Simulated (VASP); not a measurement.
# InP (F-43m) in VASP: a series of runs

The runs below take InP through single point, with PBE.

Program: VASP 6.6.1. These are calculated values, not measurements. Logs are shortened: lines on timing, memory, paths and dates and some standing lists are left out, and cuts for length are marked.

**Experimental background.**

A printed reference work, data compilation reports, for a bulk crystal of InP at 1.6 K: band gap 1.4236 eV (direct).

The runs below are set against these values where they give the same quantity.

**1. The cell of the first run**

Symmetry: F-43m, No. 216, cubic system. The conventional cell has a = 5.754 Å, b = 5.754 Å, c = 5.754 Å, α = 90.00°, β = 90.00°, γ = 90.00°. Within 3.3 Å of In (site symmetry -43m) lie 4 P at 2.49 Å. Within 3.3 Å of P (site symmetry -43m) lie 4 In at 2.49 Å.

**2. Single point, PBE**

File INCAR:

```
PREC = Accurate ; ENCUT = 520
EDIFF = 1E-7 ; ISMEAR = 0
SIGMA = 0.01 ; LREAL = False
LASPH = True ; NELM = 80
ALGO = Normal ; ISIF = 2
LWAVE = False ; LCHARG = False
GGA = PE ; NBANDS = 16
```

File KPOINTS:

```
regular mesh
0
Gamma
  6 6 6
```

File POSCAR:

```
InP
1.0
    4.0687874010      0.0000000000      0.0000000000
    2.0343937005      3.5236732519      0.0000000000
    2.0343937005      1.1745577506      3.3221510015
In P
1 1
Direct
    0.0000000000      0.0000000000      0.0000000000
    0.2500000000      0.2500000000      0.2500000000
```

Potentials or basis: VASP PAW PBE potentials, release 64 (In_d, P).

Run with:

```
cat potpaw_PBE.64/In_d/POTCAR potpaw_PBE.64/P/POTCAR > POTCAR
mpirun -np 1 vasp_std > vasp.out
```

OUTCAR:

```text
PREC = Accurate
   ENCUT = 520
   EDIFF = 1E-7
   ISMEAR = 0
   LREAL = False
   LASPH = True
   NELM = 80
   ISIF = 2
   GGA = PE

 ion  position               nearest neighbor table
   1  0.000  0.000  0.000-   2 2.49   2 2.49   2 2.49   2 2.49
   2  0.250  0.250  0.250-   1 2.49   1 2.49   1 2.49   1 2.49

  LATTYP: Found a face centered cubic cell.
 ALAT       =     5.7541343250

  Lattice vectors:

 A1 = (   4.0687874010,   0.0000000000,   0.0000000000)
 A2 = (   2.0343937005,   3.5236732519,   0.0000000000)
 A3 = (   2.0343937005,   1.1745577506,   3.3221510015)

Analysis of symmetry for initial positions (statically):
=====================================================================
 Subroutine PRICEL returns:
 Original cell was already a primitive cell.

 Routine SETGRP: Setting up the symmetry group for a
 face centered cubic supercell.

 Subroutine GETGRP returns: Found 24 space group operations
 (whereof 24 operations were pure point group operations)
 out of a pool of 48 trial point group operations.

The static configuration has the point symmetry T_d .

Analysis of symmetry for dynamics (positions and initial velocities):
=====================================================================
 Subroutine PRICEL returns:
 Original cell was already a primitive cell.

 Routine SETGRP: Setting up the symmetry group for a
 face centered cubic supercell.

 Subroutine GETGRP returns: Found 24 space group operations
 (whereof 24 operations were pure point group operations)
 out of a pool of 48 trial point group operations.

The dynamic configuration has the point symmetry T_d .

 Subroutine INISYM returns: Found 24 space group operations
 (whereof 24 operations are pure point group operations),
 and found     1 'primitive' translations

----------------------------------------------------------------------------------------

                                     Primitive cell

  volume of cell :      47.6299

  direct lattice vectors                    reciprocal lattice vectors
     4.068787401  0.000000000  0.000000000     0.245773470 -0.141897379 -0.100336599
     2.034393700  3.523673252  0.000000000     0.000000000  0.283794759 -0.100336599
     2.034393700  1.174557751  3.322151001     0.000000000  0.000000000  0.301009797

  length of vectors
     4.068787401  4.068787401  4.068787401     0.301009797  0.301009797  0.301009797

  position of ions in fractional coordinates (direct lattice)
     0.000000000  0.000000000  0.000000000
     0.250000000  0.250000000  0.250000000

  ion indices of the primitive-cell ions
   primitive index   ion index
                 1           1
                 2           2

----------------------------------------------------------------------------------------

 KPOINTS: regular mesh

Automatic generation of k-mesh.
 Grid dimensions read from file:
 generate k-points for:    6    6    6

 Generating k-lattice:

  Cartesian coordinates                     Fractional coordinates (reciprocal lattice)
     0.040962245 -0.023649563 -0.016722767     0.166666667  0.000000000  0.000000000
     0.000000000  0.047299126 -0.016722767     0.000000000  0.166666667  0.000000000
     0.000000000  0.000000000  0.050168300     0.000000000  0.000000000  0.166666667

  Length of vectors
     0.050168300  0.050168300  0.050168300

  Shift w.r.t. Gamma in fractional coordinates (k-lattice)
     0.000000000  0.000000000  0.000000000

 Subroutine IBZKPT returns following result:
 ===========================================

 Found     16 irreducible k-points:

 Following reciprocal coordinates:
            Coordinates               Weight
  0.000000  0.000000  0.000000      1.000000
  0.166667  0.000000 -0.000000      8.000000
  0.333333  0.000000  0.000000      8.000000
  0.500000  0.000000 -0.000000      4.000000
  0.166667  0.166667 -0.000000      6.000000
  0.333333  0.166667  0.000000     24.000000
[... 8 lines left out ...]
 -0.333333  0.333333  0.166667     24.000000
 -0.333333  0.500000  0.166667     12.000000
   k-points           NKPTS =     16   k-points in BZ     NKDIM =     16   number of bands    NBANDS=     16
   number of dos      NEDOS =    301   number of ions     NIONS =      2
   total plane-waves  NPLWV =  27000
   dimension x,y,z NGX =    30 NGY =   30 NGZ =   30
   dimension x,y,z NGXF=    60 NGYF=   60 NGZF=   60
   ions per type =               1   1
   NGX,Y,Z   is equivalent  to a cutoff of  12.26, 12.26, 12.26 a.u.
   NGXF,Y,Z  is equivalent  to a cutoff of  24.52, 24.52, 24.52 a.u.
 SYSTEM =  unknown system
   PREC   = accura    normal or accurate (medium, high low for compatibility)
   ISTART =      0    job   : 0-new  1-cont  2-samecut
   ICHARG =      2    charge: 1-file 2-atom 10-const
   ISPIN  =      1    spin polarized calculation?
   LNONCOLLINEAR =      F non collinear calculations
   LSORBIT =      F    spin-orbit coupling
   LASPH  =      T    aspherical Exc in radial PAW
   ENCUT  =  520.0 eV  38.22 Ry    6.18 a.u.   7.57  7.57  7.57*2*pi/ulx,y,z
   NELM   =     80;   NELMIN=  2; NELMDL= -5     # of ELM steps
   EDIFF  = 0.1E-06   stopping-criterion for ELM
   LREAL  =      F    real-space projection
   EDIFFG = 0.1E-05   stopping-criterion for IOM
   NSW    =      0    number of steps for IOM
   IBRION =     -1    ionic relax: 0-MD 1-quasi-New 2-CG
   NFREE  =      0    steps in history (QN), initial steepest desc. (CG)
   ISIF   =      2    stress and relaxation
   ISYM   =      2    0-nonsym 1-usesym 2-fastsym
   POTIM  = 0.5000    time-step for ionic-motion
   TEBEG  =    0.0;   TEEND  =   0.0 temperature during run
   PSTRESS=    0.0 pullay stress
   NELECT =      18.0000    total number of electrons
   NUPDOWN=      -1.0000    fix difference up-down
   EMIN   =  10.00;   EMAX   =-10.00  energy-range for DOS
   EFERMI =   0.00;   METHOD = LEGACY
   ISMEAR =     0;   SIGMA  =   0.01  broadening in eV -4-tet -1-fermi 0-gaus
   EFERMI_NEDOS =   21; number of points for ismear=-14 and -15
   IALGO  =     38    algorithm
   IMIX   =      4    mixing-type and parameters
     AMIX     =   0.40;   BMIX     =  1.00
     AMIX_MAG =   1.60;   BMIX_MAG =  1.00
  volume/ion in A,a.u.               =      23.81       160.71
  Fermi-wavevector in a.u.,A,eV,Ry     =   1.183602  2.236683 19.060586  1.400914
  Thomas-Fermi vector in A             =   2.319833
   LORBIT       =      0    0 simple, 1 ext, 2 COOP (PROOUT), +10 PAW based schemes
   GGA     = PE    functional components
   LHFCALC =     F    Hartree Fock is set to
   AEXX    =    0.0000 exact exchange contribution
   IVDW    =     0    specifies the selected vdW correction
   LEPSILON=     F    determine dielectric tensor
   LRPA    =     F    only Hartree local field effects (RPA)
 non-spin polarized calculation
 Gauss-broadening in eV      SIGMA  =   0.01
  energy-cutoff  :      520.00
  volume of cell :       47.63
 maximum number of plane-waves:      1303
   NGX = 15   NGY = 15   NGZ = 15

 number of electron      18.0000002 magnetization

 Free energy of the ion-electron system (eV)
  ---------------------------------------------------
  ext. energy  EPLUGINS =         0.00000000
  ---------------------------------------------------
  free energy    TOTEN  =        -8.27670325 eV

  energy without entropy =       -8.27670325  energy(sigma->0) =       -8.27670325

 E-fermi :   5.8653     XC(G=0):  -9.5274

 val. band max:        5.8206743289   @ k =   0.0000   0.0000   0.0000
 cond. band min:       6.8304253715   @ k =   0.0000   0.0000   0.0000
 fundamental gap:      1.0097510426
 Fermi energy:         5.8653171554

 k-point     1 :       0.0000    0.0000    0.0000
  band No.  band energies     occupation
      1      -8.4967      2.00000
      2      -8.4967      2.00000
      3      -8.4967      2.00000
      4      -8.3152      2.00000
      5      -8.3152      2.00000
      6      -6.0917      2.00000
[... 8 lines left out ...]
     15      15.3513      0.00000
     16      15.3513      0.00000

 k-point     2 :       0.1667    0.0000   -0.0000
  band No.  band energies     occupation
      1      -8.5376      2.00000
      2      -8.4818      2.00000
      3      -8.4818      2.00000
      4      -8.3147      2.00000
      5      -8.3147      2.00000
      6      -5.7489      2.00000
[... 8 lines left out ...]
     15      14.4782      0.00000
     16      15.4871      0.00000

 k-point     3 :       0.3333    0.0000    0.0000
  band No.  band energies     occupation
      1      -8.6110      2.00000
      2      -8.4581      2.00000
      3      -8.4581      2.00000
      4      -8.3068      2.00000
      5      -8.3068      2.00000
      6      -4.8587      2.00000
[... 8 lines left out ...]
     15      14.9978      0.00000
     16      14.9978      0.00000

 k-point     4 :       0.5000    0.0000   -0.0000
  band No.  band energies     occupation
      1      -8.6446      2.00000
      2      -8.4502      2.00000
      3      -8.4502      2.00000
      4      -8.2986      2.00000
      5      -8.2986      2.00000
      6      -4.1750      2.00000
[... 8 lines left out ...]
     15      16.5883      0.00000
     16      16.5883      0.00000

 k-point     5 :       0.1667    0.1667   -0.0000
  band No.  band energies     occupation
      1      -8.5644      2.00000
      2      -8.4664      2.00000
      3      -8.4664      2.00000
      4      -8.3288      2.00000
      5      -8.3045      2.00000
      6      -5.6375      2.00000
[... 8 lines left out ...]
     15      15.5902      0.00000
     16      16.6846      0.00000

 k-point     6 :       0.3333    0.1667    0.0000
  band No.  band energies     occupation
      1      -8.6209      2.00000
      2      -8.4452      2.00000
      3      -8.4388      2.00000
      4      -8.3348      2.00000
      5      -8.2953      2.00000
      6      -4.9238      2.00000
[... 8 lines left out ...]
     15      15.8707      0.00000
     16      16.7720      0.00000

 k-point     7 :       0.5000    0.1667    0.0000
  band No.  band energies     occupation
      1      -8.6529      2.00000
      2      -8.4404      2.00000
      3      -8.4282      2.00000
      4      -8.3207      2.00000
      5      -8.2947      2.00000
      6      -4.0517      2.00000
[... 8 lines left out ...]
     15      16.6417      0.00000
     16      17.0344      0.00000

 k-point     8 :      -0.3333    0.1667   -0.0000
  band No.  band energies     occupation
      1      -8.6387      2.00000
      2      -8.4442      2.00000
      3      -8.4371      2.00000
      4      -8.3119      2.00000
      5      -8.3066      2.00000
      6      -4.2988      2.00000
[... 8 lines left out ...]
     15      16.0761      0.00000
     16      17.1456      0.00000

 k-point     9 :      -0.1667    0.1667    0.0000
  band No.  band energies     occupation
      1      -8.5873      2.00000
      2      -8.4640      2.00000
      3      -8.4575      2.00000
      4      -8.3218      2.00000
      5      -8.3063      2.00000
      6      -5.2190      2.00000
[... 8 lines left out ...]
     15      15.4368      0.00000
     16      17.0593      0.00000

 k-point    10 :       0.3333    0.3333    0.0000
  band No.  band energies     occupation
      1      -8.6732      2.00000
      2      -8.4032      2.00000
      3      -8.4032      2.00000
      4      -8.3618      2.00000
      5      -8.2832      2.00000
      6      -4.4509      2.00000
[... 8 lines left out ...]
     15      16.1941      0.00000
     16      19.5685      0.00000

 k-point    11 :       0.5000    0.3333   -0.0000
  band No.  band energies     occupation
      1      -8.6931      2.00000
      2      -8.4000      2.00000
      3      -8.3875      2.00000
      4      -8.3589      2.00000
      5      -8.2823      2.00000
      6      -3.7097      2.00000
[... 8 lines left out ...]
     15      16.7976      0.00000
     16      18.1464      0.00000

 k-point    12 :      -0.3333    0.3333   -0.0000
  band No.  band energies     occupation
      1      -8.6710      2.00000
      2      -8.4238      2.00000
      3      -8.4008      2.00000
      4      -8.3333      2.00000
      5      -8.3009      2.00000
      6      -3.6143      2.00000
[... 8 lines left out ...]
     15      15.1252      0.00000
     16      19.2285      0.00000

 k-point    13 :       0.5000    0.5000    0.0000
  band No.  band energies     occupation
      1      -8.7195      2.00000
      2      -8.3800      2.00000
      3      -8.3703      2.00000
      4      -8.3703      2.00000
      5      -8.2725      2.00000
      6      -3.4574      2.00000
[... 8 lines left out ...]
     15      16.6062      0.00000
     16      17.8141      0.00000

 k-point    14 :       0.5000    0.3333    0.1667
  band No.  band energies     occupation
      1      -8.6582      2.00000
      2      -8.4313      2.00000
      3      -8.4090      2.00000
      4      -8.3399      2.00000
      5      -8.2931      2.00000
      6      -4.1650      2.00000
[... 8 lines left out ...]
     15      17.2023      0.00000
     16      17.8002      0.00000

 k-point    15 :      -0.3333    0.3333    0.1667
  band No.  band energies     occupation
      1      -8.6696      2.00000
      2      -8.4318      2.00000
      3      -8.3962      2.00000
      4      -8.3329      2.00000
      5      -8.2992      2.00000
      6      -3.6127      2.00000
[... 8 lines left out ...]
     15      17.1567      0.00000
     16      17.6321      0.00000

 k-point    16 :      -0.3333    0.5000    0.1667
  band No.  band energies     occupation
      1      -8.6918      2.00000
      2      -8.4094      2.00000
      3      -8.3817      2.00000
      4      -8.3499      2.00000
      5      -8.2889      2.00000
      6      -3.3820      2.00000
[... 8 lines left out ...]
     15      17.2738      0.00000
     16      18.0303      0.00000

------------------------ aborting loop because EDIFF is reached ----------------------------------------

  FORCE on cell =-STRESS in cart. coord.  units (eV):
  Direction    XX          YY          ZZ          XY          YZ          ZX
  --------------------------------------------------------------------------------------
  -------------------------------------------------------------------------------------
  Total        2.3561006      2.3561006      2.3561006      0.0000000     -0.0000000     -0.0000000
  in kB       79.2545902     79.2545902     79.2545902      0.0000000     -0.0000000     -0.0000000
  external PRESSURE =      79.2545902 kB  Pullay stress =       0.0000000 kB

 VOLUME and BASIS-vectors are now :
 -----------------------------------------------------------------------------
  energy-cutoff  :      520.00
  volume of cell :       47.63
      direct lattice vectors                 reciprocal lattice vectors
     4.068787401  0.000000000  0.000000000     0.245773470 -0.141897379 -0.100336599
     2.034393700  3.523673252  0.000000000     0.000000000  0.283794759 -0.100336599
     2.034393700  1.174557751  3.322151001     0.000000000  0.000000000  0.301009797

 POSITION                                       TOTAL-FORCE (eV/Angst)
 -----------------------------------------------------------------------------------
      0.00000      0.00000      0.00000         0.000000      0.000000      0.000000
      2.03439      1.17456      0.83054        -0.000000     -0.000000     -0.000000
 -----------------------------------------------------------------------------------
    total drift:                               -0.000000     -0.000000     -0.000000

  FREE ENERGIE OF THE ION-ELECTRON SYSTEM (eV)
  ---------------------------------------------------
  free  energy   TOTEN  =        -8.2767032500 eV

  energy  without entropy=       -8.2767032500  energy(sigma->0) =       -8.27670325
```

Run time: 23 s. Hardware: 1 thread of Intel Xeon Platinum 8488C (Sapphire Rapids), shared host; peak memory 0.16 GiB.

Results:

| Quantity | Value |
| --- | --- |
| Free energy | -8.2767 eV |
| Pressure | 7.9 GPa |
| Band gap on the k mesh | 1.01 eV, direct |

Levels at points of the mesh, in eV from the valence-band top:
```
           k point  band 5  band 6  band 7  band 8  band 9  band 10  band 11  band 12  band 13  band 14
(0.00, 0.00, 0.00)  -14.14  -11.91    0.00    0.00    0.00     1.01     4.08     4.08     4.08     8.84
(0.50, 0.00, 0.00)  -14.12  -10.00   -6.04   -1.06   -1.06     1.63     4.81     4.81     7.20     9.74
(0.50, 0.50, 0.00)  -14.09   -9.28   -6.00   -2.52   -2.52     1.66     2.25     9.57     9.96     9.96
```

Caveat: spin-orbit coupling is left out, which moves the levels of the heavy elements.

**3. Single point, PBE**

This run uses another cell than the first one, of 25.64 Å³/atom, 1.077 times its volume.

File INCAR:

```
SYSTEM = InP
  PREC = Accurate
  ENCUT = 520
  EDIFF = 1E-6
  ISMEAR = 0
  SIGMA = 0.01
  LREAL = .FALSE.
  LASPH = .TRUE.
  NELM = 60
  ALGO = Normal
  ISIF = 2
  LWAVE = .FALSE.
  LCHARG = .FALSE.
  GGA = PE
  NBANDS = 16
```

File KPOINTS:

```
Automatic mesh
0
G
  6 6 6
  0 0 0
```

File POSCAR:

```
InP
1.0
    4.1701033598      0.0000000000      0.0000000000
    2.0850516799      3.6114154460      0.0000000000
    2.0850516799      1.2038051487      3.4048751354
In P
1 1
Direct
    0.0000000000      0.0000000000      0.0000000000
    0.2500000000      0.2500000000      0.2500000000
```

Potentials or basis: VASP PAW PBE potentials, release 64 (In_d, P).

Run with:

```
cat potpaw_PBE.64/In_d/POTCAR potpaw_PBE.64/P/POTCAR > POTCAR
mpirun -np 1 vasp_std > vasp.out
```

Wall time 19 s (1 thread of Intel Xeon Platinum 8488C (Sapphire Rapids), shared host); peak memory 0.17 GiB.

The run converged. Its results:

* Free energy: -8.3857 eV
* Pressure: 1.9 GPa
* Band gap on the k mesh: 0.61 eV, direct

Levels at points of the mesh, in eV from the valence-band top:
```tsv
k point	band 5	band 6	band 7	band 8	band 9	band 10	band 11	band 12	band 13	band 14
(0.00, 0.00, 0.00)	-14.01	-11.39	0.00	0.00	0.00	0.61	4.09	4.09	4.09	8.49
(0.50, 0.00, 0.00)	-14.00	-9.73	-5.63	-0.94	-0.94	1.45	4.81	4.81	7.06	9.39
(0.50, 0.50, 0.00)	-13.98	-9.09	-5.67	-2.26	-2.26	1.79	2.27	9.10	9.47	9.47
```

Caveat: spin-orbit coupling is left out, which moves the levels of the heavy elements.

(Continued in part 2 of 2.)
